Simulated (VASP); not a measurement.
Te2Mo:

```xyz
6
Lattice="3.5182 0.0000 0.0000 -1.7591 3.0469 0.0000 0.0000 0.0000 13.9736" Properties=species:S:1:pos:R:3 pbc="T T T"
Te    1.7591    1.0156    5.2960
Te    0.0000    2.0312   12.2828
Te    1.7591    1.0156    1.6908
Te    0.0000    2.0312    8.6776
Mo    1.7591    1.0156   10.4802
Mo    0.0000    2.0312    3.4934
```

Program: VASP 6.6.1. Alike in all runs: task single point; potentials or basis VASP PAW PBE potentials, release 64 (Te, Mo_sv); no spin polarisation; cell as given; k mesh 5 × 5 × 1; cutoff (eV) 520; smearing fermi-dirac 0.05 eV; the mesh is coarse, so values aren't converged.

Q: Order these runs on this cell by their band gap on the k mesh, lowest first.
A. level PBE0
B. level HSE06; screening parameter 0.2079 1/A
C. level r2SCAN50

A: B (1.11 eV), A (1.72 eV), C (2.88 eV).

Caveats: all runs use coarse meshes; spin-orbit coupling is left out, which moves the levels of the heavy elements; an odd mesh through Γ misses points on the zone boundary, where band edges often lie.

Not every run made on this cell is shown here.
